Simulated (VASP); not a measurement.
# VASP inputs for InAs (strained zincblende)

INCAR

```
PREC = Accurate
EDIFF = 1E-7
ALGO = Normal
LREAL = .FALSE.
METAGGA = R2SCAN
NELM = 120
LASPH = .TRUE.
LWAVE = .FALSE.
NSW = 0
ISMEAR = -1
SIGMA = 0.02
ENCUT = 520
NBANDS = 16
ISIF = 2
IBRION = -1
LCHARG = .FALSE.
```

KPOINTS

```
KPOINTS created by Atomic Simulation Environment
0
Gamma
8 8 8
0 0 0
```

KPOINTS_OPT

```
special points
7
Reciprocal
0.0000000000 0.0000000000 0.0000000000 1
-0.5000000000 -0.5000000000 0.0000000000 1
-0.3750000000 -0.3750000000 0.2500000000 1
-0.3750000000 0.0000000000 0.3750000000 1
0.0000000000 0.0000000000 0.5000000000 1
-0.5000000000 -0.2500000000 0.2500000000 1
-0.0236820000 -0.0236820000 0.0000000000 1
```

POSCAR

```
In As
 1.0000000000000000
     0.0000000000000000    2.9324068540999999    3.1807818630000000
     2.9324068540999999    0.0000000000000000    3.1807818630000000
     2.9324068540999999    2.9324068540999999    0.0000000000000000
 In  As
   1   1
Cartesian
  0.0000000000000000  0.0000000000000000  0.0000000000000000
  1.4662034270500000  1.4662034270500000  1.5903909315000000
```

VASP ran with the recommended PBE PAW datasets (18 valence electrons in the cell).

Q: Estimate the main results of this run.

A: gap between bands v and c 0.11 eV; least direct gap 0.11 eV; pressure 2.5 GPa.

Band v is the last that the valence electrons fill when counted band by band, and c is the next. Levels in eV from the top of v:

```csv
point,v−1,v,c,c+1
Γ,0.00,0.00,0.11,4.10
X,-2.25,-2.25,1.98,2.73
K,-3.53,-2.33,2.07,4.26
L,-1.47,-0.88,1.10,4.76
W,-3.19,-3.11,4.57,4.66
```
